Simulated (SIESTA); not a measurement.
Runs of SIESTA 5.4.2 on Li2Se. It takes space group Fm-3m (No. 225, cubic). The conventional cell has a = 6.005 Å, b = 6.005 Å, c = 6.005 Å, α = 90.00°, β = 90.00°, γ = 90.00°. Around Se (site symmetry m-3m) lie 8 Li at 2.60 Å. Li (site symmetry -43m) has 4 Se at 2.60 Å as nearest neighbours. 

```tsv
task	level	potentials or basis	gap on the mesh (eV)	pressure (GPa)
band structure	BLYP	PseudoDojo 0.4 standard (PBE files), DZP (energy shift 0.003 Ry; two zetas on semicore shells)	(a)	(b)
band structure	vdW-DF-cx	PseudoDojo 0.4 standard (PBE files), DZP (energy shift 0.003 Ry; two zetas on semicore shells)	3.13	0.5
band structure	LDA	PseudoDojo 0.4 standard (LDA files), DZP (energy shift 0.003 Ry; two zetas on semicore shells)	2.99	-2.0
band structure	AM05	PseudoDojo 0.4 standard (PBEsol files), DZP (energy shift 0.003 Ry; two zetas on semicore shells)	3.06	(c)
single point	PBEsol	PseudoDojo 0.4 standard (PBEsol files), DZP (energy shift 0.003 Ry; two zetas on semicore shells)	2.99	-0.5
```

Alike in all rows: no spin polarisation; cell as given; k mesh 8 × 8 × 8; smearing fermi-dirac 0.05 eV; grid cutoff 800 Ry; energy shift 0.003 Ry.

Task: Estimate the missing entries.

Result: (a) 3.46; (b) 1.3; (c) 0.0.

Caveats: the basis of atomic orbitals isn't converged, which shifts pressures, moduli and gaps; the potentials were made for another functional, which shifts forces and pressure (some runs).

A k mesh can miss the band edges, and the runs leave out spin-orbit coupling on Se.

Not every run made on this cell is shown here.
